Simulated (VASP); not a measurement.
A run of VASP 6.6.1:

INCAR

```
PREC = Accurate ; ENCUT = 520
EDIFF = 1E-7 ; ISMEAR = -1
SIGMA = 0.05 ; LREAL = Auto
LASPH = True ; NELM = 80
ALGO = Normal ; ISIF = 2
LWAVE = False ; LCHARG = False
GGA = PE ; IVDW = 12
NBANDS = 72
```

Contents of KPOINTS:

```
regular mesh
0
Gamma
  1 1 1
```

POSCAR

```
H22CO12
1.0
    6.6221480000      0.0000000000      0.0000000000
    0.0000000000      6.6221480000      0.0000000000
    0.0000000000      0.0000000000      6.6221480000
O H C
12 22 1
Direct
    0.4930273380      0.2362979505      0.5589274054
    0.1408455383      0.5483266155      0.5683503298
    0.6379048007      0.8381268434      0.5132322624
   -0.0121561765      0.6042752291      0.9603379447
    0.7636041961      0.2011129923      0.9184482135
    0.6086242712      0.5978875736      0.7794449777
    0.3778079258      0.4289393713      0.1411324543
    0.0967963869      0.1264242358      0.5999412879
    0.5403382709      0.8525783477      1.1098966680
    0.8796843562      0.4237899848      0.3140974802
   -0.0362571178      0.9046762470      0.2106265218
    0.1676797317      1.0763426006      0.0268190925
    0.5233196238      0.3074984129      0.4386643125
    0.3843012871      0.1279645215      0.5437208592
    0.1128636811      0.5631556407      0.7281625237
    0.2917331355      0.5670818592      0.5517243046
    0.6141058762      0.9717541801      0.5561488508
    0.7134241035      0.8154755828      0.3959289342
   -0.0709739498      0.4956548842      1.0377448526
   -0.1191607315      0.6434921116      0.8659425914
    0.6632893134      0.0888382440      0.9426095581
    0.8188581711      0.2299253958      1.0558658610
    0.6072953972      0.4493557075      0.7610672549
    0.6183794141      0.6810479017      0.6354282629
    0.4436777916      0.3544620265      0.0302167816
    0.4337414386      0.5644090105      0.1452247820
    0.0588328742      0.0661718826      0.7261843136
    0.0939876306      0.2784443960      0.6166881199
    0.3884993208      0.8583619696      1.1132943571
    0.5656321786      0.7244930195      1.0346189786
    1.0079810962      0.5034469178      0.3661047745
    0.8740668436      0.3657725560      0.4611796656
   -0.0417538237      0.8134067677      0.0755495045
    0.0823599835      1.1483434076      0.3148072197
    0.0812425213      1.0497349198      0.1876732444
```

Potentials or basis: VASP PAW PBE potentials, release 64 (O, H, C).

Run with:

```console
$ cat potpaw_PBE.64/O/POTCAR potpaw_PBE.64/H/POTCAR potpaw_PBE.64/C/POTCAR > POTCAR
$ mpirun -np 1 vasp_gam > vasp.out
```

Hardware: 1 thread of AMD EPYC 7R43 64-Core Processor (Zen 3), on a shared host.

**Question.** How long does it take, and how much memory?

**Answer.** Wall time 35 s on 1 thread of AMD EPYC 7R43 64-Core Processor (Zen 3) (shared host), peak memory 0.29 GiB. Counts: scf iterations 17, k points 1.
